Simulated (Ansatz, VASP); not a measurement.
# One calculation of YbH3, two programs

```
Yb H
1.0
     0.00000    2.76626    2.76626
     2.76626    0.00000    2.76626
     2.76626    2.76626    0.00000
Yb H
1 3
Cartesian
  0.0000 0.0000 0.0000
  2.7663 2.7663 2.7663
  1.3831 1.3831 1.3831
  4.1494 4.1494 4.1494
```

Alike in both runs: task single point; functional PBEsol; k mesh 10 × 10 × 10; occupations gaussian, width 0.05 eV; no spin polarisation.

|  | VASP | Ansatz |
| --- | --- | --- |
| version | VASP 6.6.1 | Ansatz 0.2.0 |
| potentials or method | VASP PAW PBE potentials, release 64 (Yb, H) | scalar-relativistic, plane waves, PAW |
| plane-wave cutoff (eV) | 520 | 420 |
| valence electrons in the cell | 27 | 27 |

|  | VASP | Ansatz | Ansatz less VASP |
| --- | --- | --- | --- |
| gap on the k mesh at the Fermi level (eV) | none | none | - |
| pressure (GPa) | -15.6 | -15.4 | +0.20 |

A gap of «none» marks a metal or a gap that the smearing closes. With one functional, cell and mesh, what is left measures potentials, basis and numerics.

Caveats: so large a pressure means that the cell lies far from this level's equilibrium, or that cutoff or potentials fall short (VASP); the potentials were made for another functional, which shifts forces and pressure (VASP); without U or exact exchange the open f shell lies at the Fermi level, which spoils levels, moments and volumes. Spin polarisation is off, so any magnetic state and its effect on volume and gap are missing. Spin-orbit coupling is left out, which matters for the levels of Yb.
